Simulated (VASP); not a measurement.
## N under changes of volume

One of the cells (6.858 Å³/atom); the others are scaled copies at fixed shape and fractional positions:

```
N
1.0
     2.53616    0.00000    0.00000
    -1.26808    2.19638    0.00000
     0.00000    0.00000    2.46220
N
2
Direct
  0.33333 0.66667 0.75000
  0.66667 0.33333 0.25000
```

The real solid is made of molecules; this cell is a model form.

| Quantity | Value |
| --- | --- |
| Program | VASP 6.6.1 |
| Functional | PBE |
| Potentials or basis | VASP PAW PBE potentials, release 64 (N) |
| Cutoff | 520 eV |
| k mesh | 12 × 12 × 11 |
| Occupations | fermi-dirac, width 0.05 eV |
| Spin | no spin polarisation |

| volume (Å³/atom) | energy over the lowest point (meV/atom) | pressure (GPa) |
| --- | --- | --- |
| 6.320 | ? | ? |
| 6.454 | 36.61 | 20.0 |
| 6.589 | 21.83 | 14.9 |
| 6.858 | 4.07 | 5.9 |
| 6.992 | 0.44 | 1.9 |
| 7.127 | 0.00 | -1.8 |

Task: What does the run at 6.320 Å³/atom give?

Result: Energy over the lowest point 55.78 meV/atom; pressure 25.5 GPa.

Worked out: A Birch-Murnaghan fit of order 3 (a polynomial in V^(-2/3)) to the other rows has its minimum at 7.08 Å³/atom with B0 = V·E''(V) = 189 GPa and B' = 3.0 at fixed shape and positions, which overstates the stiffness. It gives 55.55 meV/atom at 6.320 Å³/atom, against the run's 55.78, and -dE/dV = 25.3 GPa, against 25.5.

Energies are extrapolated to zero smearing.
